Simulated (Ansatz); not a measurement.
**Mo (Fm-3m), stationary points along a deformation path**

All numbers below come from Ansatz 0.2.0, DFT PBE, scalar-relativistic, plane waves, PAW. Cutoff 420 eV, Γ-centred 22×22×22 k-points, Gaussian smearing of 0.15 eV. No spin polarisation. Energies are free energies at this smearing, counted from the undisturbed cell; pressure is positive in compression.

Reference structure (as given, not relaxed at this level; it stands at -4.8 GPa; this fcc form isn't the usual structure):

```yaml
crystal:
  lattice:
    - [0.00000, 2.01500, 2.01500]
    - [2.01500, 0.00000, 2.01500]
    - [2.01500, 2.01500, 0.00000]
  atoms:
    - { symbol: Mo, position: [0.00000, 0.00000, 0.00000] }
```

At fixed volume and fractional coordinates, lengths along (0.000, 0.000, 1.000) are scaled against those across it; ρ is that ratio over its starting value. V = 16.363 Å³/atom. Δσ is the stress along the axis less the mean stress across it (compression positive).

```csv
ρ,ΔE (meV/atom),Δσ (GPa),space group
0.650,-342.1,22.81,I4/mmm
0.707,-408.8,0.04,Im-3m
0.780,-325.8,-23.30,I4/mmm
0.850,-166.0,-26.75,I4/mmm
0.920,-48.0,-16.43,I4/mmm
0.960,-11.6,-8.45,I4/mmm
1.000,0.0,0.00,Fm-3m
1.100,-41.2,9.17,I4/mmm
1.200,-86.1,5.60,I4/mmm
1.300,-83.2,-9.34,I4/mmm
1.414,36.6,-33.53,I4/mmm
1.500,206.3,-50.49,I4/mmm
```

**Question.** How does the stress give the slope of the energy, and where is the energy stationary?

**Answer.** Along the path d ln(length) is 2/3 d ln ρ on the axis and −1/3 d ln ρ across it, so dE/d ln ρ = −(2/3) V Δσ: the energy falls with ρ where Δσ is positive. Δσ vanishes or changes sign at ρ = 0.707 (Im-3m), a minimum at -408.8 meV/atom; at ρ = 1.000 (Fm-3m), a maximum at 0.0 meV/atom; between ρ = 1.200 and 1.300, a minimum (near 1.24 by linear interpolation). Pairs of stationary points between two samples would go unseen, and could change a minimum read from distant neighbours into a maximum. At ρ = 0.707, 1.000 the cell is cubic, where symmetry alone makes the stress isotropic and the slope zero.

**Question.** Which shear constant sets the curvature at ρ = 1?

**Answer.** For a cubic crystal E/V = (2/3) C (ln ρ)² with C = C′ = (C11 − C12)/2, so Δσ = −2C ln ρ. The parabola of Δσ against ln ρ through ρ = 0.960, 1 and 1.100 gives C ≈ -87 GPa with the ions clamped, rough because the steps are large. It is the stress–strain coefficient at this cell's pressure of -4.8 GPa, not the zero-pressure constant. It is negative, so the cubic cell is unstable to this shear.

**Question.** Integrate that slope from ρ = 1 to 1.300 by the trapezoid rule.

**Answer.** With V/N in Å³ and 1 eV/Å³ = 160.2 GPa the slopes at ρ = 1.000, 1.100, 1.200, 1.300 are 0, -624, -382, 636 meV/atom per unit of ln ρ. The steps add (-29.7) + (-43.8) + 10.2 = -63.3 meV/atom, against -83.2 from the energies; the trapezoid rule misses the curvature of the slope within each step.

**Question.** Is the start the lowest point of the path?

**Answer.** No: ρ = 0.707 lies 408.8 meV/atom lower, with no sampled rise above the start on the way. Volume and inner coordinates are held, so a relaxed structure there would lie lower still.

In a metal these slopes depend on the k mesh and the smearing.